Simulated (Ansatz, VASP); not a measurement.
Two plane-wave programs on BN

```xyz
4
Lattice="2.4790 0.0000 0.0000 -1.2395 2.1902 0.0000 0.0000 0.0000 6.6612" Properties=species:S:1:pos:R:3 pbc="T T T"
B     0.0000    1.4601    1.6653
B     1.2395    0.7301    4.9959
N     0.0000    1.4601    4.9959
N     1.2395    0.7301    1.6653
```

Change from the starting cell: strain -0.0100 x Voigt [1, -1, 0, 0, 0, 0], atoms carried along.

Alike in both runs: task single point; functional PBEsol; k mesh 12 × 12 × 4; occupations gaussian, width 0.05 eV; no spin polarisation.

|  | VASP | Ansatz |
| --- | --- | --- |
| version | VASP 6.6.1 | Ansatz 0.2.0 |
| potentials or method | VASP PAW PBE potentials, release 64 (B, N) | scalar-relativistic, plane waves, PAW |
| plane-wave cutoff (eV) | 520 | 420 |
| valence electrons in the cell | 16 | 16 |

```tsv
	VASP	Ansatz	Ansatz less VASP
gap on the k mesh at the Fermi level (eV)	4.07	4.08	+0.011
least direct gap on the mesh (eV)	4.59	4.59	+0.007
pressure (GPa)	0.9	0.6	-0.30
largest component of the traceless stress (GPa)	7.53	7.57	+0.033
rms of the force components (eV/Å)	0.145	0.143	-0.0014
```

Atom by atom the forces differ by 0.001 eV/Å (rms over components). With one functional, cell and mesh, what is left measures potentials, basis and numerics.

Caveats: the PAW data sets were made with another functional, which shifts forces and pressure a little (VASP); this functional lacks dispersion, which binds the layers, so the pressure and a relaxed spacing across them are unreliable. A k mesh can miss the band edges.
